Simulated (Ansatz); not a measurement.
Here is an Ansatz 0.2.0 calculation.

input.yaml

```yaml
crystal:
  lattice:
    - [2.4561701622, 0.0, 0.0]
    - [-1.2280850811, 2.1271057565, 0.0]
    - [0.0, 0.0, 8.52380336]
  atoms:
    - { symbol: C, position: [0.6666666667, 0.3333333333, 0.0] }
    - { symbol: C, position: [0.3333333333, 0.6666666667, 0.0] }
hamiltonian:
  xc: r2scan
  pseudopotentials: { kind: paw }
kpoints:
  mp_grid: { grid: [12, 12, 3] }
  band_path:
    path:
      - [[0.0, 0.0, 0.0], [0.5, 0.0, 0.0], [0.3333333333, 0.3333333333, 0.0], [0.0, 0.0, 0.0], [0.0, 0.0, 0.5], [0.5, 0.0, 0.5], [0.3333333333, 0.3333333333, 0.5], [0.0, 0.0, 0.5]]
      - [[0.5, 0.0, 0.5], [0.5, 0.0, 0.0]]
      - [[0.3333333333, 0.3333333333, 0.0], [0.3333333333, 0.3333333333, 0.5]]
    npoints: 14
scf:
  occupations: { method: fermi_dirac, width: 0.05 }
  n_extra_bands: 6
output:
  forces: true
  stress: true
  eigenvalues: true
  fatbands: false
```

Potentials or basis: Ansatz PAW.

The run is started by

```bash
$ ansatz run input.yaml --threads 2 --pin off --max-ram 5632MiB --backend cpu --events-out ev --progress --plain --runs-dir out
```

(1) Estimate the band gap along the path.

## Answers

(1) none (metal or under the smearing width).
